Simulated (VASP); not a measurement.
**ZnAu: equation of state with r2SCAN**

The system is ZnAu.

```
Au Zn
1.0
     3.14700    0.00000    0.00000
     0.00000    3.14700    0.00000
     0.00000    0.00000    3.14700
Au Zn
1 1
Direct
  0.00000 0.00000 0.00000
  0.50000 0.50000 0.50000
```

```
Program                : VASP 6.6.1
Task                   : equation of state
Functional             : r2SCAN
Potentials or basis    : VASP PAW PBE potentials, release 64 (Au, Zn)
Cutoff                 : 520 eV
k mesh                 : 8 × 8 × 8
Occupations            : fermi-dirac, width 0.05 eV
Spin                   : no spin polarisation
Further INCAR settings : ALGO = Normal; EDIFF = 1e-07
```

```
Equilibrium volume                      : 15.67 Å³/atom
Bulk modulus                            : 136 GPa
Pressure derivative of the bulk modulus : 5.7
```

Energy against volume, from the lowest point:
```
volume (Å³/atom)  energy (meV/atom)
          14.648              32.43
          14.960              14.84
          15.272               4.31
          15.583               0.00
          15.895               1.17
          16.207               7.11
          16.518              17.19
```

All runs of the series together: 3.2 min on 1 thread of Intel(R) Xeon(R) Platinum 8488C (Sapphire Rapids) (shared host).

Caveat: the PAW data sets were made with another functional, which shifts forces and pressure a little. Zero-point motion and thermal expansion aren't in these numbers.
